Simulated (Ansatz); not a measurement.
## Calculated electric field gradients for IrO₂ at a changed volume

The cell is an entry of the Crystallography Open Database (COD), relaxed with PBE at fixed cell and then changed (volume scaled by 1.02, ions relaxed).

```
Ir O
1.0
     4.52880    0.00000    0.00000
     0.00000    4.52880    0.00000
     0.00000    0.00000    3.16684
Ir O
2 4
Direct
  0.00000 0.00000 0.00000
  0.50000 0.50000 0.50000
  0.30805 0.30805 0.00000
  0.19195 0.80805 0.50000
  0.69195 0.69195 0.00000
  0.80805 0.19195 0.50000
```

Atoms are numbered from 1 in the order listed; like atoms form one site, named after its first atom.

Computed with Ansatz: DFT, PBE, plane waves and PAW, scalar-relativistic, collinear spin, 420 eV cutoff, Γ-centred 10×10×15 k-points, Fermi–Dirac smearing 0.05 eV. Start moments as typed (μB): 1 on each Ir, none on the rest.

Conventions: |V_zz| ≥ |V_yy| ≥ |V_xx|, η = (V_xx − V_yy)/V_zz, C_Q = eQV_zz/h. Directions are in the Cartesian axes of the cell vectors above, for the atom listed; none is given where the gradient is under 0.02 or η is above 0.95.

(1) Which values are expected at the nuclei?

Answers

(1) 

```tsv
site	first atom	first shell	V_zz (10²¹ V/m²)	η	direction of V_zz (x, y, z)
Ir	1	6 O at 1.97–2.00 Å	-12.57	0.43	0.00 0.00 1.00
O	3	3 Ir at 1.97–2.00 Å	-9.86	0.20	0.71 -0.71 0.00
```

At O V_zz stands upright on the plane through its three neighbours (within 1°).

With no gap above 0.1 eV, as in a metal, the gradients converge slowly in k; expect changes of a tenth or more on a denser mesh. Spin–orbit coupling is left out, which shifts gradients on Ir by a few per cent in wide-gap crystals, and can shift them far more where the calculated gap is small or absent, as here. Semilocal functionals can leave a metal where correlation in the d or f shell opens a gap in the real compound, and that would change the values at and beside Ir. The start moments die out, and the run ends without spin.
